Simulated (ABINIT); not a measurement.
Runs of ABINIT 10.8.3 (patched build) on GaN. It takes space group F-43m (No. 216, cubic). Conventional cell: a = 4.507 Å, b = 4.507 Å, c = 4.507 Å, α = 90.00°, β = 90.00°, γ = 90.00°. Ga (site symmetry -43m) is surrounded by 4 N at 1.95 Å. N (site symmetry -43m) has 4 Ga at 1.95 Å as nearest neighbours. The cell is a database's computed one.

| task | level | potentials or basis | k mesh | cutoff (eV) | smearing | bands in the sums | broadening (eV) | scissor shift (eV) | tensor components | k points of the masses | gap on the mesh (eV) | pressure (GPa) |
| --- | --- | --- | --- | --- | --- | --- | --- | --- | --- | --- | --- | --- |
| effective masses | PBEsol | PseudoDojo NC SR PBEsol v0.4.1 standard | 7 × 7 × 7 | 980 | fixed | - | - | - | - | [[0.0, 0.0, 0.0]] | - | (b) |
| positron lifetime | LDA | JTH PAW LDA v2.0 | 7 × 7 × 7 | 544 | fermi-dirac 0.05 eV | - | - | - | - | - | 1.72 | - |
| single point | LDA | PseudoDojo NC SR LDA v0.4.1 standard | 8 × 8 × 8 | 1143 | fermi-dirac 0.05 eV | - | - | - | - | - | (a) | -6.8 |
| single point | PBE | PseudoDojo NC SR PBE v0.4.1 standard | 8 × 8 × 8 | 1143 | fermi-dirac 0.05 eV | - | - | - | - | - | 1.76 | 5.2 |

Alike in all rows: no spin polarisation; cell as given.

Task: Estimate the missing entries.

Result: (a) 1.77; (b) -3.0.

Caveats: the PAW basis is incomplete for the positron (some runs); an odd mesh through Γ misses points on the zone boundary, where band edges often lie (some runs).

A k mesh can miss the band edges, and the runs leave out spin-orbit coupling on Ga.

Not every run made on this cell is shown here.
